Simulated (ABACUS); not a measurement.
Crystal: Mg.

```
CELL_PARAMETERS angstrom
3.20930 0.00000 0.00000
-1.60465 2.77934 0.00000
0.00000 0.00000 5.21030
ATOMIC_POSITIONS crystal
Mg 0.66667 0.33333 0.75000
Mg 0.33333 0.66667 0.25000
```

| Quantity | Value |
| --- | --- |
| Program | ABACUS 3.10.1 |
| Task | single point |
| Functional | PBE |
| Potentials or basis | PseudoDojo NC SR 0.4.1 PBE standard |
| Cutoff | 1143 eV |
| Density cutoff | 4572 eV |
| Basis | plane waves |
| k mesh | 10 × 10 × 5 |
| Occupations | fermi-dirac, width 0.05 eV |
| Spin | no spin polarisation |

On this cell: pressure -0.3 GPa; largest force under 0.003 eV/Å; band gap on the k mesh none (metal or under the smearing width).

The same run follows on a disturbed copy (atoms moved at random, drawn with an rms of 0.05 Å):

```xyz
2
Lattice="3.2093 0.0000 0.0000 -1.6046 2.7793 0.0000 0.0000 0.0000 5.2103" Properties=species:S:1:pos:R:3 pbc="T T T"
Mg    1.6123    0.9410    3.9302
Mg   -0.0125    1.8927    1.2669
```

Task: What changes?

Result: The energy (extrapolated to zero smearing) moves by +2.8 meV/atom; pressure -0.3 GPa; largest force 0.167 eV/Å; band gap on the k mesh none (metal or under the smearing width).

Forces in eV/Å, atoms in the order of the input:
```
Mg  -0.014  0.015 -0.165
Mg   0.014 -0.015  0.165
```

Stress tensor (GPa, compression positive):
```
-0.76  0.05  0.01
 0.05 -0.63 -0.02
 0.01 -0.02  0.51
```
